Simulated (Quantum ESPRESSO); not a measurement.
Write the native input for Quantum ESPRESSO 7.5 that does the following.

- Task: single point
- Functional: PBEsol
- Potentials or basis: GBRV 1.5 PBEsol
- Cutoff: 612 eV
- Density cutoff: 4898 eV
- k mesh: 10 × 10 × 7
- Occupations: fermi-dirac, width 0.05 eV
- Spin: no spin polarisation
- Mixing beta: 0.5
- Most SCF iterations: 120
- SCF threshold: 4e-10 Ry

Crystal: TiSi.

```
Ti Si
1.0
     1.81618   -2.11762    0.00000
     1.81618    2.11762    0.00000
     0.00000    0.00000    3.80393
Ti Si
1 1
Direct
  0.50000 0.50000 0.00000
  0.00000 0.00000 0.50000
```

The cell comes from a database or a generator and needn't be the stable form of this composition.

One way to write it, as run:

pw.in

```
&CONTROL
  calculation = 'scf'
  prefix = 'pwscf'
  outdir = './tmp'
  pseudo_dir = './pseudo'
  tprnfor = .true.
  tstress = .true.
  disk_io = 'low'
/
&SYSTEM
  ibrav = 0
  celldm(1) = 8
  nat = 2
  ntyp = 2
  ecutwfc = 45
  ecutrho = 360
  nbnd = 14
  occupations = 'smearing'
  smearing = 'fd'
  degauss = 0.00367493
/
&ELECTRONS
  conv_thr = 4d-10
  electron_maxstep = 120
  mixing_beta = 0.5
/
ATOMIC_SPECIES
Ti    47.8670 ti_pbesol_v1.4.uspp.F.UPF
Si    28.0850 si_pbesol_v1.uspp.F.UPF
CELL_PARAMETERS alat
  0.4290098766963  -0.5002161743668   0.0000000000000
  0.4290098766963   0.5002161743668   0.0000000000000
  0.0000000000000   0.0000000000000   0.8985491820190
ATOMIC_POSITIONS crystal
Ti     0.5000000000    0.5000000000    0.0000000000
Si     0.0000000000    0.0000000000    0.5000000000
K_POINTS automatic
10 10 7 0 0 0
```

pp_density.in

```
&INPUTPP
  prefix = 'pwscf'
  outdir = './tmp'
  filplot = 'density.dat'
  plot_num = 0
/
&PLOT
  nfile = 1
  filepp(1) = 'density.dat'
  iflag = 3
  output_format = 6
  fileout = 'density.cube'
/
```

pp_potential.in

```
&INPUTPP
  prefix = 'pwscf'
  outdir = './tmp'
  filplot = 'potential.dat'
  plot_num = 11
/
&PLOT
  nfile = 1
  filepp(1) = 'potential.dat'
  iflag = 3
  output_format = 6
  fileout = 'potential.cube'
/
```

Potentials or basis: GBRV 1.5 PBEsol.

The run is started by

```sh
$ OMP_NUM_THREADS=1 mpirun -n 2 pw.x -nk 2 -in pw.in > pw.out
$ OMP_NUM_THREADS=1 mpirun -n 1 pp.x -in pp_density.in > pp_density.out
$ OMP_NUM_THREADS=1 mpirun -n 1 pp.x -in pp_potential.in > pp_potential.out
```

It gave:

```json
{
  "Pressure": "-4.3 GPa",
  "Band gap on the k mesh": "none (metal or under the smearing width)"
}
```

Wall time 17 s on 2 MPI ranks on Arm Neoverse V1 (shared host), peak memory 0.2 GiB a rank.
